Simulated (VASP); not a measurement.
Set up this calculation in VASP 6.6.1, as the native input.

```yaml
Task: RPA correlation energy
Functional: PBE
Potentials_or_basis: VASP PAW PBE potentials, release 64 (Cd_GW, S_GW)
Cutoff: 400 eV
k_mesh: 4 × 4 × 4
Occupations: gaussian, width 0.05 eV
Spin: no spin polarisation
Cutoff_of_the_response_function: 250
Frequency_points: 12
Further_INCAR_settings: ALGO = ACFDT; EDIFF = 1e-08; NBANDS = 740
```

Crystal: CdS.

```
Cd S
1.0
     0.00000    2.71603    2.71603
     2.71603    0.00000    2.71603
     2.71603    2.71603    0.00000
Cd S
1 1
Cartesian
  0.0000 0.0000 0.0000
  2.7160 2.7160 2.7160
```

Measurements of this composition are mostly on another form, of space group No. 186.

The cell isn't the ideal one: volume scaled by 0.96.

One way to write it, as run:

POSCAR

```
CdS
1.0
    0.0000000000      2.7160334386      2.7160334386
    2.7160334386      0.0000000000      2.7160334386
    2.7160334386      2.7160334386      0.0000000000
Cd S
1 1
Direct
    0.0000000000      0.0000000000      0.0000000000
    0.5000000000      0.5000000000      0.5000000000
```

INCAR.step1

```
SYSTEM = CdS
PREC = Accurate
ENCUT = 400
EDIFF = 1E-8
ISMEAR = 0
SIGMA = 0.05
LREAL = .False.
LASPH = .True.
NELM = 60
ALGO = Fast
LWAVE = .True.
LCHARG = .False.
GGA = PE
```

INCAR.step2

```
SYSTEM = CdS
PREC = Accurate
ENCUT = 400
EDIFF = 1E-8
ISMEAR = 0
SIGMA = 0.05
LREAL = .False.
LASPH = .True.
NELM = 1
ALGO = EIGENVAL
LWAVE = .False.
LCHARG = .False.
GGA = PE
LHFCALC = .True.
AEXX = 1.0
ALDAC = 0.0
AGGAC = 0.0
ISTART = 1
PRECFOCK = Fast
```

INCAR.step3

```
SYSTEM = CdS
PREC = Accurate
ENCUT = 400
EDIFF = 1E-8
ISMEAR = 0
SIGMA = 0.05
LREAL = .False.
LASPH = .True.
NELM = 1
ALGO = Exact
LWAVE = .True.
LCHARG = .False.
GGA = PE
NBANDS = 740
LOPTICS = .True.
ISTART = 1
```

INCAR.step4

```
SYSTEM = CdS
PREC = Accurate
ENCUT = 400
EDIFF = 1E-8
ISMEAR = 0
SIGMA = 0.05
LREAL = .False.
LASPH = .True.
NELM = 60
ALGO = ACFDT
LWAVE = .False.
LCHARG = .False.
GGA = PE
NBANDS = 740
ENCUTGW = 250
NOMEGA = 12
ISTART = 1
PRECFOCK = Fast
```

KPOINTS

```
Automatic mesh
0
Gamma
  4 4 4
  0 0 0
```

Potentials or basis: VASP PAW PBE potentials, release 64 (Cd_GW, S_GW).

Launch:

```sh
$ cat potpaw_PBE.64/Cd_GW/POTCAR potpaw_PBE.64/S_GW/POTCAR > POTCAR
$ cp INCAR.step1 INCAR
$ mpirun -np 1 vasp_std > vasp.out
$ cp INCAR.step2 INCAR
$ mpirun -np 1 vasp_std > vasp.out
$ cp INCAR.step3 INCAR
$ mpirun -np 1 vasp_std > vasp.out
$ cp INCAR.step4 INCAR
$ mpirun -np 1 vasp_std > vasp.out
```

Results of the run:

```yaml
Band_gap_on_the_k_mesh_mean-field_level: 0.21 eV, indirect (least direct gap 1.80 eV)
RPA_correlation_energy: -12.398 eV/atom
RPA_total_energy_per_cell: -36.177 eV
RPA_correlation_energy_per_cell: -24.795 eV
```

Caveat: the k mesh is coarse (spacing up to 0.50 Å⁻¹), so the values aren't converged.

It took 25 min on 1 thread of Intel(R) Xeon(R) Platinum 8488C (Sapphire Rapids), on a shared host, peak memory 0.78 GiB.
